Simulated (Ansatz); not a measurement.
# MnO2 (P4_2/mnm) in Ansatz: further runs

Runs on MnO2. Level: PBEsol+U. Tasks: relaxation of cell and atoms.

Program: Ansatz 0.2.0. These are calculated values, not measurements. Logs are shortened: lines on timing, memory, paths and dates and some standing lists are left out, and cuts for length are marked.

### Step 1. The crystal as given

Symmetry: P4_2/mnm, No. 136, tetragonal system. Conventional cell: a = 4.400 Å, b = 4.400 Å, c = 2.867 Å, α = 90.00°, β = 90.00°, γ = 90.00°. Around Mn (site symmetry mmm) lie 6 O at 1.88 to 1.90 Å. Around O (site symmetry m2m) lie 3 Mn at 1.88 to 1.90 Å.

The cell is a database's computed one.

### Step 2. Relaxation of cell and atoms, PBEsol+U, collinear spin, ferromagnetic start

input.yaml

```yaml
crystal:
  lattice:
    - [4.4004184607, 0.0, 0.0]
    - [0.0, 4.4004184607, 0.0]
    - [0.0, 0.0, 2.86707794]
  atoms:
    - { symbol: Mn, position: [0.5, 0.5, 0.5], spin: 4.0 }
    - { symbol: Mn, position: [0.0, 0.0, 0.0], spin: 4.0 }
    - { symbol: O, position: [0.80491615, 0.19508385, 0.5] }
    - { symbol: O, position: [0.69508385, 0.69508385, 0.0] }
    - { symbol: O, position: [0.19508385, 0.80491615, 0.5] }
    - { symbol: O, position: [0.30491615, 0.30491615, 0.0] }
hamiltonian:
  xc: pbesol
  pseudopotentials: { kind: paw }
  hubbard: { sites: [{ species: Mn, l: d, u_eff: 1.0 }] }
magnetization:
  spin_polarized: true
kpoints:
  mp_grid: { grid: [6, 6, 9] }
scf:
  occupations: { method: fermi_dirac, width: 0.05 }
output:
  forces: true
  stress: true
  eigenvalues: true
  write_density: true
  write_potential: true
  elf: true
  volumetric_format: npy
relax:
  f_tol: 0.01
  max_steps: 40
  cell: { stress_tol: 0.05 }
```

Potentials or basis: Ansatz PAW.

Command:

```sh
$ ansatz run input.yaml --threads 2 --pin off --max-ram 5632MiB --backend cpu --events-out ev --progress --plain --runs-dir out
```

Output:

```text
Warning: RAYON_NUM_THREADS=2 ignored (pool sized by the plan → 2); use --threads N
Mn: projections on atomic orbitals take those of the free atom [Ne] 3s2 3p6 3d5 4s2, of charge +0.00 (hamiltonian.pseudopotentials.projection_atoms); the dataset's partial waves leave at most 9.0e-7 of an orbital's norm unspanned inside its sphere
O: projections on atomic orbitals take those of the free atom [He] 2s2 2p4, of charge +0.00 (hamiltonian.pseudopotentials.projection_atoms); the dataset's partial waves leave at most 1.9e-8 of an orbital's norm unspanned inside its sphere
Engine: ansatz 0.2.0, x86_64-unknown-linux-gnu
Pseudopotentials: kind: paw
Pseudopotential: Mn, paw, valence charge 15, recommended cutoff 420 eV (normal), Mn.paw.azcp
Pseudopotential: O, paw, valence charge 6, recommended cutoff 420 eV (normal), O.paw.azcp
Functional definition: PBEsol
  exchange = pbesol_x
  correlation = pbesol_c
Crystal: 6 atoms, lattice volume = 55.517 Å³
Basis set: ecut = 420 eV, 1073 PW (Γ), exchange–correlation on 60×60×40 points (8 copies of the dense FFT grid, shifted against one another)
Bands: 38, of which v1, the nominal top of the filled ones, is band 27 counted from 1 (26 counted from 0)
Symmetry: 16 space group operations
Space group: P42/mnm (ITA 136), of the structure as read, at distance tolerance 3.8e-5 Å
Magnetic group: BNS 136.495 (UNI 1155), of the structure as read, at distance tolerance 3.8e-5 Å
k-points: 50 of 324
Non-local potential: Mn, projectors of the file, l = 0: 3, l = 1: 2, l = 2: 3, l = 3: 1
Non-local potential: O, projectors of the file, l = 0: 2, l = 1: 2, l = 2: 1
PAW form: soft (Blöchl's): semilocal exchange-correlation on the pseudo side does not see the compensation charge
PAW frozen core: Mn, regenerated for the run's functional, and the local potential with it (the file was generated under x = pbe(κ = 0.804, μ = 0.2195149727645171), c = pbe(β = 0.06672455060314922))
PAW frozen core: O, regenerated for the run's functional, and the local potential with it (the file was generated under x = pbe(κ = 0.804, μ = 0.2195149727645171), c = pbe(β = 0.06672455060314922))
PAW one-centre angular grid: Mn, 590 points (default); XC on 64 Gauss nodes
PAW one-centre angular grid: O, 110 points (default); XC on 64 Gauss nodes
Initial density: superposition of atomic densities (chi_scale 0.1, normalization cell, long waves kept (reshape's long-wave potential 0.00 eV rms))
Starting moments: Σ|m| = 8 μB on 2 of 6 sites
Initial wavefunctions: pseudopotential atomic-orbital guess
Functional: x = pbesol(κ = 0.804, μ = 0.12345679012345678), c = pbesol(β = 0.046)
SCF iter   1: F=—  HF=-9980.946252 eV  |F-HF|=—  |Δ(HF+E_count)|=         —  Δρ=1.56e-1 (↑8.89e-2 ↓1.56e-1)  dr2=2.96e1  dr2_m=1.17e0  M=5.711 μB ∫|m|=6.184 μB  β_m=0.30  ethr=3.10e-3  ⟨swp⟩=5.6  Hψ=13252  notcnv=0
preconditioner: auto → Kerker (q_TF=auto, 2.716 Å⁻¹)  [metal: Δε(μ)=0.011 eV  Ē_g=12.565 eV  σ=0.050 eV  W_gap=0.06  n_scr=18 (ndim 8)  ℏωp=30.7 eV  f_vac=0.000  D(μ)=5.72/eV (n_scr^D=70)]
spin=Collinear: Kerker preconditioning applied to the charge; magnetization (m = ρ↑ − ρ↓) channel mixes plain (no charge-response kernel on spin).
SCF iter   2: F=—  HF=-9979.095149 eV  |F-HF|=—  |Δ(HF+E_count)|=    1.85e0  Δρ=7.84e-2 (↑7.84e-2 ↓4.39e-2)  dr2=3.97e0  dr2_m=6.36e-1  M=6.000 μB ∫|m|=6.604 μB  β_m=0.30  ethr=3.10e-3  ⟨swp⟩=3.0  Hψ=8670  notcnv=0  defer=283
SCF iter   3: F=—  HF=-9979.012293 eV  |F-HF|=—  |Δ(HF+E_count)|=   8.29e-2  Δρ=4.16e-2 (↑4.16e-2 ↓2.38e-2)  dr2=6.89e-1  dr2_m=2.82e-1  M=6.000 μB ∫|m|=6.573 μB  β_m=0.30  ethr=3.10e-3  ⟨swp⟩=2.8  Hψ=6399  notcnv=0  defer=321
[... 6 lines left out ...]
spin-set hold released at iteration 8 (site moments contracting): the magnetisation degrees of freedom join the quasi-Newton model from the next iteration; the mixer history was flushed
[... 3 lines left out ...]
[... 159 lines left out ...]
[... 4 lines left out ...]
SCF iter  13: F=—  HF=-9979.496087 eV  |F-HF|=—  |Δ(HF+E_count)|=   1.46e-6  Δρ=2.05e-5 (↑1.95e-5 ↓2.05e-5)  dr2=1.41e-6  dr2_m=1.11e-8  M=6.000 μB ∫|m|=6.206 μB  β_m=0.95  ethr=1.40e-8  ⟨swp⟩=1.7  Hψ=4388  notcnv=0  defer=332
SCF iter  14: F=—  HF=-9979.496087 eV  |F-HF|=—  |Δ(HF+E_count)|=   2.58e-7  Δρ=1.50e-5 (↑1.50e-5 ↓7.86e-6)  dr2=2.74e-7  dr2_m=1.52e-8  M=6.000 μB ∫|m|=6.206 μB  β_m=0.97  ethr=2.61e-9  ⟨swp⟩=2.4  Hψ=5456  notcnv=0  defer=332
SCF iter  15: F=-9979.496087 eV  HF=-9979.496087 eV  |F-HF|=2.13e-8  |Δ(HF+E_count)|=   1.93e-8  Δρ=4.86e-6 (↑4.86e-6 ↓4.27e-6)  dr2=2.80e-8  dr2_m=1.58e-9  M=6.000 μB ∫|m|=6.206 μB  ethr=1.85e-10  ⟨swp⟩=2.5  Hψ=7185  notcnv=0
SCF 1 converged in 15 iterations: F = -9979.496087 eV  dr2 = 2.80e-8
a single-point calculation of the run's input, under the relaxation's own `scf.mixing.negative_modes` where the relaxation goes by `scf.lower_state_search: light` itself or types `scf.max_iter`, was made at the relaxed geometry, from the atoms, in 15 SCF iterations in all. It converged +0.0 meV from the relaxation's final energy, with moments (2.42, 2.42, 0.08, 0.08, 0.08, 0.08 Bohr magnetons, atom by atom), which does not count as lower, and the relaxation's result stands. No further magnetic order was relaxed to its end, and one can end lower (see `relax.adjacent_minimum`). Of at least 1 other set(s) of starting moments it isn't known whether they lead lower.
SCF converged after 6 iterations
Magnetization: 6.0000 μB (30.0000 up, 24.0000 down)
Absolute magnetization: 6.2329 μB (∫|ρ↑−ρ↓|, with the PAW one-centre terms)
Spin contamination: 0.0728 ħ² per cell (⟨S²⟩ above its minimum at these occupations)
Per-site moments (μB) at R_I (Å): [(2.4185908272769874, 0.7724314200004672), (2.4185908272769856, 0.7724314200004673), (0.07511595193748309, 0.7724314200004673), (0.07511595193748283, 0.7724314200004672), (0.07511595193748288, 0.7724314200004674), (0.07511595193748297, 0.7724314200004673)]
Free energy (F): -9979.496087 eV
Harris-Foulkes:  -9979.496087 eV  (|F-HF|=0.00e0)
Internal energy: -9979.494109 eV  (E = F + TS)
E sigma→0 (E₀):  -9979.495098 eV
Entropy (-TS):   -0.001979 eV (-0.330 meV/atom)
Fermi energy:    10.928758 eV
--- Per-component energies (eV) ---
  E_band       = -583.359252
  E_kinetic    = 1298.141924
  E_local      = -5438.324475  (includes V_loc(G=0)·N_el)
  E_nonlocal   = 669.036638
  E_hartree    = 2133.954286
  E_xc         = -515.979535
  E_vxc        = -662.716370  (∫ρ·V_xc dr)
  E_hubbard    = 1.396079  (on-site DFT+U / exact-exchange correction)
  E_vhub       = -2.278088  (the Hubbard potential's part of the band-sum identity)
  E_paw        = -3138.018592  (= ΣΔE_a)
  E_vpaw       = -715.137344  (= ΣTr[D̂ρ^β])
  E_aug_tail   = 0.009854  (compensation charges beyond the density's cutoff)
  E_ewald      = -4990.190740
  E_core_change = 0.480452  (= ΣΔE_core)
  E_smearing   = -0.001979  (= −TS)
  E_closure    = 0.000000  (closes the sum)
  Σ components = -9979.496087   (vs F -9979.496087, Δ=0.00e0)
--- Forces (eV/Å), atoms counted from 1 ---
  atom   1  Mn     0.00000000     0.00000000     0.00000000
  atom   2  Mn     0.00000000    -0.00000000     0.00000000
  atom   3  O      0.00000221    -0.00000221     0.00000000
  atom   4  O     -0.00000221    -0.00000221     0.00000000
  atom   5  O     -0.00000221     0.00000221     0.00000000
  atom   6  O      0.00000221     0.00000221     0.00000000
  max |Σ_I F_I| component: 8.67e-19 eV/Å
--- Stress (GPa, compression-positive) ---
       -0.000339      -0.000000       0.000000
       -0.000000      -0.000339       0.000000
        0.000000       0.000000      -0.007230
  P = ⅓ Tr σ = -0.0026 GPa (-0.026 kbar)
--- Band table (eV; the first three rows and the last of 100) ---
[... 4 lines left out ...]
--- Relaxed structure (5 steps of the walk, 5 accepted, 2 SCFs on fresh bases) ---
  F+E_penalty+E_count = -9979.49608737 eV   max|allowed force component| = 2.209e-6 eV/Å   (the final SCF, on the basis selected at the relaxed cell)
  cell:  # Å, volume = 55.1030 Å³
    - [4.391616924819946, 6.595265332100696e-35, 0.0]
    - [6.595265332100696e-35, 4.391616924819947, 0.0]
    - [0.0, 0.0, 2.8571055815658037]
  atoms:
    - { symbol: Mn, position: [0.5, 0.5, 0.5] }
    - { symbol: Mn, position: [-5.133044836949786e-21, -6.416306046187262e-21, 0.0] }
    - { symbol: O, position: [0.8050665767862274, 0.19493342321377263, 0.5] }
    - { symbol: O, position: [0.6949334232137725, 0.6949334232137726, 0.0] }
    - { symbol: O, position: [0.19493342321377263, 0.8050665767862274, 0.5] }
    - { symbol: O, position: [0.30506657678622734, 0.3050665767862274, 0.0] }
```

It took 96 s on 2 threads of AMD EPYC (Zen 3), shared host; peak memory 0.57 GiB.

What came out:

```yaml
Free_energy: -9979.4961 eV
Relaxed_volume: 9.18 Å³/atom
Relaxed_cell: a = 4.392 Å, b = 4.392 Å, c = 2.857 Å, α = 90.00°, β = 90.00°, γ = 90.00°
Space_group_after_relaxing_to_0.05_Å: P4_2/mnm (No. 136)
Energy_gained_by_relaxing: 0.5 meV/atom
Ionic_steps: 8
Pressure_after_relaxing: 0.0 GPa
Band_gap_on_the_k_mesh: none (metal or under the smearing width)
Net_moment: 6.00 μB per cell
Absolute_moment: 6.23 μB per cell
Site_moments: Mn +2.42; O +0.08 μB
```

Step by step:
```
step  energy change (eV)  largest force (eV/Å)  volume (Å³)
   1              0.0000                0.0651        55.52
   2             -0.0036                0.0353        55.29
   3             -0.0052                0.0045        55.11
   4             -0.0052                0.0018        55.11
   5             -0.0031                0.0019        55.11
   6             -0.0031                0.0000        55.10
   7             -0.0030                0.0000        55.10
   8             -0.0030                0.0000        55.10
```

Final structure:
```cif
data_structure
_symmetry_space_group_name_H-M 'P 1'
_symmetry_Int_Tables_number 1
_cell_length_a 4.3916
_cell_length_b 4.3916
_cell_length_c 2.8571
_cell_angle_alpha 90.000
_cell_angle_beta 90.000
_cell_angle_gamma 90.000
_cell_volume 55.10
loop_
_atom_site_label
_atom_site_type_symbol
_atom_site_fract_x
_atom_site_fract_y
_atom_site_fract_z
_atom_site_occupancy
Mn1 Mn 0.50000 0.50000 0.50000 1
Mn2 Mn 0.00000 0.00000 0.00000 1
O1 O 0.80507 0.19493 0.50000 1
O2 O 0.69493 0.69493 0.00000 1
O3 O 0.19493 0.80507 0.50000 1
O4 O 0.30507 0.30507 0.00000 1
```

Eigenvalues of the final occupation matrices:
```tsv
site	spin	trace	eigenvalues
site 1	1	3.91	0.47 0.49 0.98 0.98 0.99
site 1	2	1.16	0.12 0.18 0.20 0.32 0.35
site 2	1	3.91	0.47 0.49 0.98 0.98 0.99
site 2	2	1.16	0.12 0.18 0.20 0.32 0.35
```

Caveat: the magnetic or orbital state may not be the lowest; the plane-wave basis is chosen anew once the cell has moved, so the energies of steps on either side of that aren't comparable; the pressure holds a Pulay correction of +1.0 GPa for the finite cutoff; only a ferromagnetic start was run, and an antiferromagnetic order may lie lower in energy; the PAW data sets come from PBE, with cores solved anew for the run's functional, which leaves a small shift of forces and pressure. The state reached can hang on the start; a lower one may exist.

### Step 3. Relaxation of cell and atoms, PBEsol+U, collinear spin, ferromagnetic start

Edit input.yaml of step 2 so:

```diff
@@ -15,3 +15,3 @@
   pseudopotentials: { kind: paw }
-  hubbard: { sites: [{ species: Mn, l: d, u_eff: 1.0 }] }
+  hubbard: { sites: [{ species: Mn, l: d, u_eff: 2.0 }] }
 magnetization:
@@ -26,6 +26,2 @@
   eigenvalues: true
-  write_density: true
-  write_potential: true
-  elf: true
-  volumetric_format: npy
 relax:
```

Potentials or basis: Ansatz PAW.

Command:

```sh
$ ansatz run input.yaml --threads 2 --pin off --max-ram 5632MiB --backend cpu --events-out ev --progress --plain --runs-dir out
```

Wall time 83 s (2 threads of AMD EPYC (Zen 3), shared host); peak memory 0.56 GiB.

It converged, with:

- Free energy: -9978.1209 eV
- Relaxed volume: 9.22 Å³/atom
- Relaxed cell: a = 4.390 Å, b = 4.390 Å, c = 2.871 Å, α = 90.00°, β = 90.00°, γ = 90.00°
- Space group after relaxing (to 0.05 Å): P4_2/mnm (No. 136)
- Energy gained by relaxing: 0.2 meV/atom
- Ionic steps: 7
- Pressure after relaxing: 0.0 GPa
- Band gap on the k mesh: none (metal or under the smearing width)
- Net moment: 6.00 μB per cell
- Absolute moment: 6.37 μB per cell
- Site moments: Mn +2.49; O +0.04 μB

The path:
```tsv
step	energy change (eV)	largest force (eV/Å)	volume (Å³)
1	0.0000	0.0538	55.52
2	-0.0016	0.0127	55.41
3	-0.0022	0.0011	55.34
4	-0.0012	0.0011	55.34
5	-0.0012	0.0002	55.33
6	-0.0012	0.0002	55.33
7	-0.0012	0.0002	55.33
```

Final structure:
```
Mn O
1.0
     4.38981    0.00000    0.00000
     0.00000    4.38981    0.00000
     0.00000    0.00000    2.87104
Mn O
2 4
Direct
  0.50000 0.50000 0.50000
  0.00000 0.00000 0.00000
  0.80529 0.19471 0.50000
  0.69471 0.69471 0.00000
  0.19471 0.80529 0.50000
  0.30529 0.30529 0.00000
```

Levels at points of the mesh, in eV from the Fermi level:
Spin up:
| k point | band 27 | band 28 | band 29 | band 30 | band 31 | band 32 | band 33 | band 34 |
| --- | --- | --- | --- | --- | --- | --- | --- | --- |
| (0.00, 0.00, 0.00) | -0.92 | -0.92 | -0.52 | -0.34 | -0.22 | 2.87 | 2.87 | 3.53 |
| (0.00, -0.50, 0.00) | -1.57 | -1.57 | -0.86 | -0.86 | 2.33 | 2.33 | 2.64 | 2.64 |
| (-0.50, -0.50, 0.00) | -1.88 | -1.88 | -0.10 | -0.10 | 1.48 | 1.48 | 2.83 | 2.83 |
Spin down:
```csv
k point,band 22,band 23,band 24,band 25,band 26,band 27
"(0.00, 0.00, 0.00)",-0.75,-0.75,-0.11,0.88,1.15,1.26
"(0.00, -0.50, 0.00)",-2.66,-1.01,-1.01,1.54,1.54,1.84
"(-0.50, -0.50, 0.00)",-2.37,-1.75,-1.75,0.88,0.88,1.27
```

Eigenvalues of the final occupation matrices:
```tsv
site	spin	trace	eigenvalues
site 1	1	3.94	0.48 0.50 0.98 0.99 0.99
site 1	2	1.10	0.10 0.17 0.18 0.31 0.34
site 2	1	3.94	0.48 0.50 0.98 0.99 0.99
site 2	2	1.10	0.10 0.17 0.18 0.31 0.34
```

Caveat: the magnetic or orbital state may not be the lowest; the plane-wave basis is chosen anew once the cell has moved, so the energies of steps on either side of that aren't comparable; the pressure holds a Pulay correction of +1.0 GPa for the finite cutoff; only a ferromagnetic start was run, and an antiferromagnetic order may lie lower in energy; the PAW data sets come from PBE, with cores solved anew for the run's functional, which leaves a small shift of forces and pressure.

### Step 4. Relaxation of cell and atoms, PBEsol+U, collinear spin, ferromagnetic start

Edit input.yaml of step 3 so:

```diff
@@ -15,3 +15,3 @@
   pseudopotentials: { kind: paw }
-  hubbard: { sites: [{ species: Mn, l: d, u_eff: 2.0 }] }
+  hubbard: { sites: [{ species: Mn, l: d, u_eff: 3.0 }] }
 magnetization:
@@ -26,2 +26,6 @@
   eigenvalues: true
+  write_density: true
+  write_potential: true
+  elf: true
+  volumetric_format: npy
 relax:
```

Command:

```sh
$ ansatz run input.yaml --threads 2 --pin off --max-ram 5632MiB --backend cpu --events-out ev --progress --plain --runs-dir out
```

Run time: 81 s. Hardware: 2 threads of AMD EPYC (Zen 3), shared host; peak memory 0.56 GiB.

The run converged. Its results:

```
Free energy                            : -9976.7894 eV
Relaxed volume                         : 9.27 Å³/atom
Relaxed cell                           : a = 4.390 Å, b = 4.390 Å, c = 2.886 Å, α = 90.00°, β = 90.00°, γ = 90.00°
Space group after relaxing (to 0.05 Å) : P4_2/mnm (No. 136)
Energy gained by relaxing              : 0.5 meV/atom
Ionic steps                            : 6
Pressure after relaxing                : 0.0 GPa
Band gap on the k mesh                 : none (metal or under the smearing width)
Net moment                             : 6.01 μB per cell
Absolute moment                        : 6.56 μB per cell
Site moments                           : Mn +2.58; O -0.01 μB
```

The path:
```csv
step,energy change (eV),largest force (eV/Å),volume (Å³)
1,0.0000,0.0372,55.52
2,-0.0022,0.0103,55.57
3,-0.0022,0.0073,55.64
4,-0.0023,0.0010,55.63
5,-0.0030,0.0010,55.63
6,-0.0030,0.0010,55.63
```

Final structure:
```yaml
crystal:
  lattice:
    - [4.39037, 0.00000, 0.00000]
    - [0.00000, 4.39037, 0.00000]
    - [0.00000, 0.00000, 2.88585]
  atoms:
    - { symbol: Mn, position: [0.50000, 0.50000, 0.50000] }
    - { symbol: Mn, position: [0.00000, 0.00000, 0.00000] }
    - { symbol: O, position: [0.80552, 0.19448, 0.50000] }
    - { symbol: O, position: [0.69448, 0.69448, 0.00000] }
    - { symbol: O, position: [0.19448, 0.80552, 0.50000] }
    - { symbol: O, position: [0.30552, 0.30552, 0.00000] }
```

Levels at points of the mesh, in eV from the Fermi level:
Spin up:
```tsv
k point	band 28	band 29	band 30	band 31	band 32	band 33
(0.00, 0.00, 0.00)	-0.72	-0.70	-0.31	-0.15	2.88	2.88
(0.00, -0.50, 0.00)	-1.53	-0.84	-0.84	2.34	2.34	2.66
(-0.50, -0.50, 0.00)	-1.68	-0.10	-0.10	1.43	1.43	2.84
```
Spin down:
| k point | band 20 | band 21 | band 22 | band 23 | band 24 | band 25 | band 26 | band 27 | band 28 | band 29 |
| --- | --- | --- | --- | --- | --- | --- | --- | --- | --- | --- |
| (0.00, 0.00, 0.00) | -3.23 | -1.39 | -0.64 | -0.64 | 0.03 | 1.35 | 1.58 | 1.68 | 1.68 | 1.85 |
| (0.00, -0.50, 0.00) | -3.53 | -2.54 | -2.54 | -0.88 | -0.88 | 1.99 | 1.99 | 2.26 | 2.26 | 2.84 |
| (-0.50, -0.50, 0.00) | -2.29 | -2.29 | -2.29 | -1.63 | -1.63 | 1.33 | 1.33 | 1.69 | 1.69 | 3.18 |

Eigenvalues of the final occupation matrices:
| site | spin | trace | eigenvalues |
| --- | --- | --- | --- |
| site 1 | 1 | 3.98 | 0.50 0.51 0.98 0.99 0.99 |
| site 1 | 2 | 1.03 | 0.09 0.15 0.16 0.30 0.33 |
| site 2 | 1 | 3.98 | 0.50 0.51 0.98 0.99 0.99 |
| site 2 | 2 | 1.03 | 0.09 0.15 0.16 0.30 0.33 |

Caveat: the magnetic or orbital state may not be the lowest; the plane-wave basis is chosen anew once the cell has moved, so the energies of steps on either side of that aren't comparable; the pressure holds a Pulay correction of +1.0 GPa for the finite cutoff; only a ferromagnetic start was run, and an antiferromagnetic order may lie lower in energy; the PAW data sets come from PBE, with cores solved anew for the run's functional, which leaves a small shift of forces and pressure. The state reached can hang on the start; a lower one may exist.
